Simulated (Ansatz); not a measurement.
The system is CdTe.

```
Te Cd
1.0
     0.00000    3.20500    3.20500
     3.20500    0.00000    3.20500
     3.20500    3.20500    0.00000
Te Cd
1 1
Direct
  0.75000 0.75000 0.75000
  0.00000 0.00000 0.00000
```

* Program: Ansatz 0.2.0
* Task: relaxation of cell and atoms
* Functional: PBE
* Potentials or basis: Ansatz PAW
* Cutoff: 420 eV (not typed: the program's choice for these potentials)
* k mesh: 7 × 7 × 7
* Occupations: fermi-dirac, width 0.05 eV
* Spin: no spin polarisation

At the start: volume 32.92 Å³/atom.

How do energy, volume and symmetry change on relaxing?

It ends after 5 steps and the volume is 36.22 Å³/atom (+10.0 %); space group F-43m (No. 216, to 0.05 Å).

The path:
```tsv
step	energy change (eV)	largest force (eV/Å)	volume (Å³)
1	0.0000	0.0000	65.84
2	-0.0599	0.0000	76.15
3	-0.0782	0.0000	73.12
4	-0.0789	0.0000	72.45
5	-0.0802	0.0000	72.45
```

Final structure:
```
Te Cd
1.0
     0.00000    3.30876    3.30876
     3.30876    0.00000    3.30876
     3.30876    3.30876    0.00000
Te Cd
1 1
Direct
  0.75000 0.75000 0.75000
  0.00000 0.00000 0.00000
```

Caveat: the plane-wave basis is chosen anew once the cell has moved, so the energies of steps on either side of that aren't comparable; the volume moved by +10 % from the deposited cell, more than functionals usually miss.
